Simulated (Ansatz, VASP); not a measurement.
# Au in VASP and in Ansatz

```
Au
1.0
     1.41131   -2.55593    0.00000
     1.41131    2.55593    0.00000
     0.00000    0.00000    4.89317
Au
2
Direct
  0.33467 0.66533 0.25000
  0.66533 0.33467 0.75000
```

Alike in both runs: task single point; functional LDA; k mesh 11 × 11 × 6; occupations fermi-dirac, width 0.05 eV; no spin polarisation.

|  | VASP | Ansatz |
| --- | --- | --- |
| version | VASP 6.6.1 | Ansatz 0.2.0 |
| potentials or method | VASP PAW LDA potentials, release 64 (Au), cutoff 520 eV | all-electron LAPW, scalar-relativistic |

VASP gave:

```
gap on the k mesh at the Fermi level (eV)       : none
pressure (GPa)                                  : -9.3
largest component of the traceless stress (GPa) : 2.33
rms of the force components (eV/Å)              : 0.009
```

Problem. Which values does Ansatz return?

Solution. gap on the k mesh at the Fermi level (eV): none; pressure (GPa): -9.6; largest component of the traceless stress (GPa): 2.23; rms of the force components (eV/Å): 0.008.

Atom by atom the forces differ by 0.000 eV/Å (rms over components). A gap of «none» marks a metal or a gap that the smearing closes. Ansatz ran all-electron here, so the differences hold the error of VASP's frozen core and of both bases.

The runs have no spin-orbit coupling, so splittings on Au are missing.
